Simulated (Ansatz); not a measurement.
We consider rutile RuO2, described by r²SCAN-D4 (Ansatz, a program for electronic structure, PAW).

Numerical settings: plane-wave cutoff 560 eV, 12×12×18 k mesh (along the axes of the cell as run), Fermi–Dirac smearing 0.05 eV, no spin polarisation, scalar-relativistic PAW data made under PBE.

Energies at three volumes about the minimum:

```tsv
V (Å³/atom)	E − E_lowest (meV/atom)
10.130	3.82
10.337	0.00
10.543	3.52
```

### Question
Fit a parabola by hand: where is the minimum, and what is the bulk modulus?

### Answer
Slopes: (0.00 − 3.82)/(10.337 − 10.130) = -18.454 and (3.52 − 0.00)/(10.543 − 10.337) = 17.087 meV/Å³. Curvature E″ = 2 × (17.087 − (-18.454))/(10.543 − 10.130) = 172.111 meV/Å⁶. From the middle of the first interval, the slope vanishes at V0 = 10.2335 − (-18.454)/172.111 = 10.341 Å³/atom. B = V0 E″ = 10.341 × 172.111 meV/Å³ × 0.1602 GPa per meV/Å³ = 285 GPa. The full Birch–Murnaghan fit to all volumes gives V0 = 10.337 Å³/atom and B0 = 284 GPa.

Shape and atoms are relaxed at each volume.

Measured, for comparison: bulk modulus 270 GPa (room temperature, not corrected to a static lattice; as tabulated in LI and ZENG (2008), arXiv:0807.3251). Computed (rounded) less measured: bulk modulus +5 %. A static lattice is as a rule a little smaller and stiffer than an uncorrected measurement, which narrows the difference in the bulk modulus and would widen misses of the other sign.

Note: the bulk modulus comes from volumes at which shape and atoms were relaxed.
